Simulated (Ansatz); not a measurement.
**Pt: an elastic constant from a strain scan**

All numbers below come from DFT PBE, scalar-relativistic, plane waves, PAW in Ansatz. The runs took a 420 eV cutoff, a Γ-centred 26×26×26 mesh and Gaussian smearing (0.15 eV). Spin–orbit coupling is left out, which can shift energies with elements as heavy as these. No spin polarisation. Energies are free energies at this smearing, counted from the undisturbed cell; pressure is positive in compression.

Reference structure (relaxed at this level; with this scan's settings it stands at 0.1 GPa):

```yaml
crystal:
  lattice:
    - [0.00000, 1.98506, 1.98506]
    - [1.98506, 0.00000, 1.98506]
    - [1.98506, 1.98506, 0.00000]
  atoms:
    - { symbol: Pt, position: [0.00000, 0.00000, 0.00000] }
```

The cell is strained by ε times the Voigt pattern (1, 0, 0, 0, 0, 0) (xx, yy, zz, yz, xz, xy; engineering shear) with fractional coordinates fixed. The cell holds 1 atom in V0 = 15.64 Å³. The stress column is τ = (1/V0) dE/dε, got from the stress tensor σ (compression positive) at each point as −det(1 + εP) σ : P(1 + εP)⁻¹, with P the pattern as a tensor.

```csv
ε,ΔE (meV/atom),τ (GPa)
-0.0200,6.432,-6.635
-0.0150,3.613,-4.923
-0.0100,1.617,-3.260
0.0000,0.000,-0.082
0.0050,0.333,1.434
0.0150,3.159,4.324
0.0200,?,?
```

**Question.** Which combination of elastic constants does this scan measure, and how large is it?

**Answer.** For small ε, τ = τ0 + Kε with K = pᵀCp, which for this pattern is C11 in the cubic axes. The parabola through τ at ε = -0.0100, 0 and 0.0050 has slope K = 308 GPa at zero. The energies per cell, E = NΔE, of the same two points give K = 2[E(ε₊)/ε₊ − E(ε₋)/ε₋]/[(ε₊ − ε₋)V0] = 312 GPa, in agreement.

**Question.** Predict the withheld row at ε = 0.0200 from the harmonic law, and compare.

**Answer.** ΔE = V0(τ0 ε + Kε²/2)/N = 5.857 meV/atom and τ = 6.08 GPa. The calculation gives 5.607 meV/atom and 5.70 GPa, a miss of 4.3 % of the harmonic energy, so the harmonic law still holds here.

In a metal these slopes depend on the k mesh and the smearing.